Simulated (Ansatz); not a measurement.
A surface is cut from this relaxed crystal of TaS2:

```cif
data_structure
_symmetry_space_group_name_H-M 'P-3m1'
_symmetry_Int_Tables_number 164
_cell_length_a 3.3189
_cell_length_b 3.3189
_cell_length_c 5.9325
_cell_angle_alpha 90.000
_cell_angle_beta 90.000
_cell_angle_gamma 120.000
_cell_volume 56.59
loop_
_atom_site_label
_atom_site_type_symbol
_atom_site_symmetry_multiplicity
_atom_site_Wyckoff_symbol
_atom_site_fract_x
_atom_site_fract_y
_atom_site_fract_z
_atom_site_occupancy
Ta1 Ta 1 a 0.00000 0.00000 0.00000 1
S1 S 2 d 0.33333 0.66667 0.25959 1
```

Miller indices refer to the conventional cell of P-3m1 (No. 164), a = 3.319 Å, b = 3.319 Å, c = 5.932 Å, α = 90.00°, β = 90.00°, γ = 120.00°.

The (001) slab of 6 planes, 9.0 Å thick with 15 Å of vacuum as cut; outer planes S (top) and S (bottom).

All numbers below come from DFT PBEsol, scalar-relativistic, plane waves, PAW (Ansatz). Settings: cutoff 420 eV, Γ-centred mesh 12×12×1 on the computed 6-atom cell, Gaussian smearing of 0.10 eV; no spin polarisation. A dipole correction removes the field between periodic images along c.

The surface energy is small: either the cut is weakly bound (this functional has no dispersion correction), or the bulk reference is not the lowest structure.

With the atoms at the bulk's places:

```yaml
Surface_energy_mean_of_both_faces: 0.05 J/m²
Work_function: 5.14 eV
```

(1) What changes when all atoms relax within this surface cell and its symmetry?

Spin-orbit coupling is left out, which matters for the bands of heavy elements. Spin polarisation was left out, and a magnetic state may lie lower.

## Answers

(1) The energy changes by under 0.001 J/m² a face, and the largest move is 0.00 Å.

| Property | Result |
| --- | --- |
| Surface energy (mean of both faces) | 0.05 J/m² |
| Work function | 5.14 eV |

| plane (bottom to top) | atoms | spacing to next, bulk (Å) | relaxed (Å) | change (%) |
| --- | --- | --- | --- | --- |
| 1 | S | 1.540 | 1.540 | 0.0 |
| 2 | Ta | 1.540 | 1.536 | -0.3 |
| 3 | S | 2.852 | 2.857 | +0.2 |
| 4 | S | 1.540 | 1.536 | -0.3 |
| 5 | Ta | 1.540 | 1.540 | 0.0 |
| 6 | S |  |  |  |